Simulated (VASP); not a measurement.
# Na (Im-3m) in VASP: settings compared

Aim: see how the results for Na move with the level of theory and the settings. Levels: rSCAN+D4, PBEsol. Tasks: single point.

Program: VASP 6.6.1. These are calculated values, not measurements. Logs are shortened: lines on timing, memory, paths and dates and some standing lists are left out, and cuts for length are marked.

## (1) The structure

Symmetry: Im-3m, No. 229, cubic system. The conventional cell has a = 4.282 Å, b = 4.282 Å, c = 4.282 Å, α = 90.00°, β = 90.00°, γ = 90.00°. Na (site symmetry m-3m) has 8 Na at 3.71 Å as nearest neighbours.

## (2) Single point, rSCAN+D4

File run.py:

```python
from ase.calculators.vasp import Vasp
from ase.dft.bandgap import bandgap
from ase.io import read

atoms = read('Na.xyz')
calc = Vasp(
    directory='calc',
    xc='rscan',
    pp='PBE',
    setups='minimal',
    pp_version='54',
    prec='Accurate',
    encut=500,
    ediff=1e-07,
    ismear=1,
    sigma=0.2,
    lreal=False,
    lasph=True,
    nelm=100,
    algo='Normal',
    isif=2,
    lwave=False,
    lcharg=False,
    lmixtau=True,
    ivdw=13,
    vdw_s6=1.0,
    vdw_s8=0.87728975,
    vdw_a1=0.49116966,
    vdw_a2=5.75859346,
    kpts=[9, 9, 9],
    gamma=True,
    nbands=6,
)
atoms.calc = calc

print('energy (eV):', atoms.get_potential_energy())
print('free energy (eV):', atoms.get_potential_energy(force_consistent=True))
print('forces (eV/A):')
print(atoms.get_forces())
print('stress (eV/A^3, Voigt):', atoms.get_stress())
print('Fermi level (eV):', calc.get_fermi_level())
gap, top, bottom = bandgap(calc)
print('band gap (eV):', gap, 'from (spin, k, band)', top, 'to', bottom)
```

File Na.xyz:

```xyz
1
Lattice="-2.1410000000 2.1410000000 2.1410000000 2.1410000000 -2.1410000000 2.1410000000 2.1410000000 2.1410000000 -2.1410000000" Properties=species:S:1:pos:R:3 pbc="T T T"
Na     0.0000000000      0.0000000000      0.0000000000
```

Potentials or basis: VASP PAW PBE potentials, release 54 (Na).

Started as:

```bash
> python run.py
```

The log of the run:

```text
energy (eV): -4.78752837
free energy (eV): -4.78756173
forces (eV/A):
[[ 0. -0.  0.]]
stress (eV/A^3, Voigt): [ 0.00212738  0.00212738  0.00212738  0.         -0.         -0.        ]
Fermi level (eV): 0.38404322
band gap (eV): 0.0 from (spin, k, band) (None, None, None) to (None, None, None)
```

OUTCAR:

```text
ENCUT = 500.000000
   EDIFF = 1.00e-07
   METAGGA = RSCAN
   PREC = Accurate
   ISIF = 2
   ISMEAR = 1
   NELM = 100
   IVDW = 13
   LASPH = .TRUE.
   LREAL = .FALSE.

 ion  position               nearest neighbor table
   1  0.000  0.000  0.000-

  LATTYP: Found a body centered cubic cell.
 ALAT       =     4.2820000000

  Lattice vectors:

 A1 = (  -2.1410000000,   2.1410000000,   2.1410000000)
 A2 = (   2.1410000000,  -2.1410000000,   2.1410000000)
 A3 = (   2.1410000000,   2.1410000000,  -2.1410000000)

Analysis of symmetry for initial positions (statically):
=====================================================================
 Subroutine PRICEL returns:
 Original cell was already a primitive cell.

 Routine SETGRP: Setting up the symmetry group for a
 body centered cubic supercell.

 Subroutine GETGRP returns: Found 48 space group operations
 (whereof 48 operations were pure point group operations)
 out of a pool of 48 trial point group operations.

The static configuration has the point symmetry O_h .

Analysis of symmetry for dynamics (positions and initial velocities):
=====================================================================
 Subroutine PRICEL returns:
 Original cell was already a primitive cell.

 Routine SETGRP: Setting up the symmetry group for a
 body centered cubic supercell.

 Subroutine GETGRP returns: Found 48 space group operations
 (whereof 48 operations were pure point group operations)
 out of a pool of 48 trial point group operations.

The dynamic configuration has the point symmetry O_h .

 Subroutine INISYM returns: Found 48 space group operations
 (whereof 48 operations are pure point group operations),
 and found     1 'primitive' translations

----------------------------------------------------------------------------------------

                                     Primitive cell

  volume of cell :      39.2564

  direct lattice vectors                    reciprocal lattice vectors
    -2.141000000  2.141000000  2.141000000     0.000000000  0.233535731  0.233535731
     2.141000000 -2.141000000  2.141000000     0.233535731  0.000000000  0.233535731
     2.141000000  2.141000000 -2.141000000     0.233535731  0.233535731  0.000000000

  length of vectors
     3.708320779  3.708320779  3.708320779     0.330269398  0.330269398  0.330269398

  position of ions in fractional coordinates (direct lattice)
     0.000000000  0.000000000  0.000000000

  ion indices of the primitive-cell ions
   primitive index   ion index
                 1           1

----------------------------------------------------------------------------------------

 KPOINTS: KPOINTS created by Atomic Simulation Env

Automatic generation of k-mesh.
 Grid dimensions read from file:
 generate k-points for:    9    9    9

 Generating k-lattice:

  Cartesian coordinates                     Fractional coordinates (reciprocal lattice)
     0.000000000  0.025948415  0.025948415     0.111111111  0.000000000  0.000000000
     0.025948415  0.000000000  0.025948415     0.000000000  0.111111111  0.000000000
     0.025948415  0.025948415  0.000000000     0.000000000  0.000000000  0.111111111

  Length of vectors
     0.036696600  0.036696600  0.036696600

  Shift w.r.t. Gamma in fractional coordinates (k-lattice)
     0.000000000  0.000000000  0.000000000

 Subroutine IBZKPT returns following result:
 ===========================================

 Found     35 irreducible k-points:

 Following reciprocal coordinates:
            Coordinates               Weight
  0.000000  0.000000  0.000000      1.000000
  0.111111  0.000000  0.000000     12.000000
  0.222222  0.000000  0.000000     12.000000
  0.333333  0.000000  0.000000     12.000000
  0.444444  0.000000  0.000000     12.000000
  0.111111  0.111111  0.000000     24.000000
[... 16 lines left out ...]
 -0.333333  0.444444  0.111111     48.000000
 -0.444444 -0.444444  0.111111     24.000000
 [... further k-points ...]
   k-points           NKPTS =     35   k-points in BZ     NKDIM =     35   number of bands    NBANDS=      6
   number of dos      NEDOS =    301   number of ions     NIONS =      1
   total plane-waves  NPLWV =  21952
   dimension x,y,z NGX =    28 NGY =   28 NGZ =   28
   dimension x,y,z NGXF=    56 NGYF=   56 NGZF=   56
   ions per type =               1
   NGX,Y,Z   is equivalent  to a cutoff of  12.55, 12.55, 12.55 a.u.
   NGXF,Y,Z  is equivalent  to a cutoff of  25.11, 25.11, 25.11 a.u.
 SYSTEM =  unknown system
   PREC   = accura    normal or accurate (medium, high low for compatibility)
   ISTART =      0    job   : 0-new  1-cont  2-samecut
   ICHARG =      2    charge: 1-file 2-atom 10-const
   ISPIN  =      1    spin polarized calculation?
   LNONCOLLINEAR =      F non collinear calculations
   LSORBIT =      F    spin-orbit coupling
   LASPH  =      T    aspherical Exc in radial PAW
   ENCUT  =  500.0 eV  36.75 Ry    6.06 a.u.   6.76  6.76  6.76*2*pi/ulx,y,z
   NELM   =    100;   NELMIN=  2; NELMDL= -5     # of ELM steps
   EDIFF  = 0.1E-06   stopping-criterion for ELM
   LREAL  =      F    real-space projection
   EDIFFG = 0.1E-05   stopping-criterion for IOM
   NSW    =      0    number of steps for IOM
   IBRION =     -1    ionic relax: 0-MD 1-quasi-New 2-CG
   NFREE  =      0    steps in history (QN), initial steepest desc. (CG)
   ISIF   =      2    stress and relaxation
   ISYM   =      2    0-nonsym 1-usesym 2-fastsym
   POTIM  = 0.5000    time-step for ionic-motion
   TEBEG  =    0.0;   TEEND  =   0.0 temperature during run
   PSTRESS=    0.0 pullay stress
   NELECT =       1.0000    total number of electrons
   NUPDOWN=      -1.0000    fix difference up-down
   EMIN   =  10.00;   EMAX   =-10.00  energy-range for DOS
   EFERMI =   0.00;   METHOD = LEGACY
   ISMEAR =     1;   SIGMA  =   0.20  broadening in eV -4-tet -1-fermi 0-gaus
   EFERMI_NEDOS =   21; number of points for ismear=-14 and -15
   IALGO  =     38    algorithm
   IMIX   =      4    mixing-type and parameters
     AMIX     =   0.40;   BMIX     =  1.00
     AMIX_MAG =   1.60;   BMIX_MAG =  1.00
  volume/ion in A,a.u.               =      39.26       264.91
  Fermi-wavevector in a.u.,A,eV,Ry     =   0.481694  0.910270  3.156952  0.232029
  Thomas-Fermi vector in A             =   1.479925
   LORBIT       =      0    0 simple, 1 ext, 2 COOP (PROOUT), +10 PAW based schemes
   METAGGA = RSCAN    functional components
   LHFCALC =     F    Hartree Fock is set to
   AEXX    =    0.0000 exact exchange contribution
   IVDW    =    13    specifies the selected vdW correction
   LEPSILON=     F    determine dielectric tensor
   LRPA    =     F    only Hartree local field effects (RPA)
 non-spin polarized calculation
 Methfessel and Paxton  Order N= 1 SIGMA  =   0.20
  energy-cutoff  :      500.00
  volume of cell :       39.26
 maximum number of plane-waves:      1009
   NGX = 13   NGY = 13   NGZ = 13

 number of electron       1.0000000 magnetization

 Free energy of the ion-electron system (eV)
  ---------------------------------------------------
  ext. energy  EPLUGINS =         0.00000000
  ---------------------------------------------------
  free energy    TOTEN  =        -4.78216667 eV

  energy without entropy =       -4.78206659  energy(sigma->0) =       -4.78213331

 E-fermi :   0.3840     XC(G=0):  -6.3668

 val. band max:        0.2756631814   @ k =  -0.3333   0.4444   0.1111
 cond. band min:       0.4707977730   @ k =   0.4444   0.0000   0.0000
 fundamental gap:      0.1951345916
 Fermi energy:         0.3840432162

 k-point     1 :       0.0000    0.0000    0.0000
  band No.  band energies     occupation
      1      -2.9204      2.00000
      2      12.3060      0.00000
      3      12.3060      0.00000
      4      12.3060      0.00000
      5      13.3969      0.00000
      6      13.3969      0.00000

 k-point     2 :       0.1111    0.0000    0.0000
  band No.  band energies     occupation
      1      -2.7026      2.00000
      2      10.0429      0.00000
      3      11.2481      0.00000
      4      11.5201      0.00000
      5      12.0949      0.00000
      6      12.6351      0.00000
[... 190 lines left out ...]
 k-point    24 :      -0.4444   -0.4444    0.1111
  band No.  band energies     occupation
      1       1.6598     -0.00000
      2       2.2567     -0.00000
      3       5.7500      0.00000
      4       9.3930      0.00000
      5      11.1014      0.00000
      6      12.5223      0.00000

 [... further k-points ...]

------------------------ aborting loop because EDIFF is reached ----------------------------------------

  DFT-D4 for vdW energy calculation

  Edisp (eV):   -0.00540

  FORCE on cell =-STRESS in cart. coord.  units (eV):
  Direction    XX          YY          ZZ          XY          YZ          ZX
  --------------------------------------------------------------------------------------
  -------------------------------------------------------------------------------------
  Total      -0.08351    -0.08351    -0.08351     0.00000     0.00000     0.00000
  in kB      -3.40844    -3.40844    -3.40844     0.00000     0.00000     0.00000
  external pressure =       -3.41 kB  Pullay stress =        0.00 kB

 VOLUME and BASIS-vectors are now :
 -----------------------------------------------------------------------------
  energy-cutoff  :      500.00
  volume of cell :       39.26
      direct lattice vectors                 reciprocal lattice vectors
    -2.141000000  2.141000000  2.141000000     0.000000000  0.233535731  0.233535731
     2.141000000 -2.141000000  2.141000000     0.233535731  0.000000000  0.233535731
     2.141000000  2.141000000 -2.141000000     0.233535731  0.233535731  0.000000000

 POSITION                                       TOTAL-FORCE (eV/Angst)
 -----------------------------------------------------------------------------------
      0.00000      0.00000      0.00000         0.000000     -0.000000      0.000000
 -----------------------------------------------------------------------------------
    total drift:                                0.000000      0.000000      0.000000

  FREE ENERGIE OF THE ION-ELECTRON SYSTEM (eV)
  ---------------------------------------------------
  free  energy   TOTEN  =        -4.7875617273 eV

  energy  without entropy=       -4.7874616525  energy(sigma->0) =       -4.78752837
```

INCAR:

```text
ENCUT = 500.000000
SIGMA = 0.200000
VDW_S6 = 1.000000
VDW_S8 = 0.877290
VDW_A1 = 0.491170
VDW_A2 = 5.758593
EDIFF = 1.00e-07
ALGO = Normal
METAGGA = RSCAN
PREC = Accurate
ISIF = 2
ISMEAR = 1
NBANDS = 6
NELM = 100
IVDW = 13
LASPH = .TRUE.
LCHARG = .FALSE.
LWAVE = .FALSE.
LMIXTAU = .TRUE.
LREAL = .FALSE.
```

Wall time 31 s (1 thread of AMD EPYC 7R13 (Zen 3), shared host); peak memory 0.12 GiB.

What came out:

```yaml
Free_energy: -4.7876 eV
Pressure: -0.3 GPa
Band_gap_on_the_k_mesh: none (metal or under the smearing width)
Dispersion_energy_per_atom: -0.005 eV
```

Levels at points of the mesh, in eV from the Fermi level:
```tsv
k point	band 1	band 2	band 3	band 4	band 5
(0.00, 0.00, 0.00)	-3.30	11.92	11.92	11.92	13.01
```

Caveat: the PAW data sets were made with another functional, which shifts forces and pressure a little; pairwise dispersion overbinds metals, which lowers pressure and volume.

## (3) Single point, PBEsol

File INCAR:

```
SYSTEM = Na
ALGO     = Normal         ! electronic algorithm
EDIFF    = 1E-6           ! SCF threshold, eV
ENCUT    = 520            ! plane-wave cutoff, eV
GGA      = PS             ! functional
ISIF     = 2              ! what is computed and relaxed
ISMEAR   = 0              ! smearing method
LASPH    = .True.         ! aspherical terms in the spheres
LCHARG   = .True.         ! write CHGCAR
LELF     = .True.         ! ELF
LREAL    = .False.        ! projectors in reciprocal space
LVHAR    = .True.       
LWAVE    = .False.        ! write WAVECAR
NBANDS   = 10             ! bands
NELM     = 100            ! most SCF steps
PREC     = Accurate       ! precision mode
SIGMA    = 0.05           ! smearing width, eV
```

File KPOINTS:

```
k-points
0
Gamma
  9 9 9
  0 0 0
```

File POSCAR:

```
Na
1.0
   -2.1410000000      2.1410000000      2.1410000000
    2.1410000000     -2.1410000000      2.1410000000
    2.1410000000      2.1410000000     -2.1410000000
Na
1
Direct
    0.0000000000      0.0000000000      0.0000000000
```

Potentials or basis: VASP PAW PBE potentials, release 54 (Na_pv).

Started as:

```bash
> cat potpaw_PBE.54/Na_pv/POTCAR > POTCAR
> mpirun -np 1 vasp_std > vasp.out
```

It took 5 s on 1 thread of Intel Xeon Platinum 8488C (Sapphire Rapids), shared host; peak memory 0.14 GiB.

Results (log left out):

* Free energy: -1.3991 eV
* Pressure: -0.6 GPa
* Band gap on the k mesh: none (metal or under the smearing width)

Levels at points of the mesh, in eV from the Fermi level:
```tsv
k point	band 1	band 2	band 3	band 4	band 5	band 6	band 7	band 8
(0.00, 0.00, 0.00)	-24.77	-24.77	-24.77	-3.10	11.43	11.43	11.43	12.40
```

Caveat: the PAW data sets were made with another functional, which shifts forces and pressure a little.
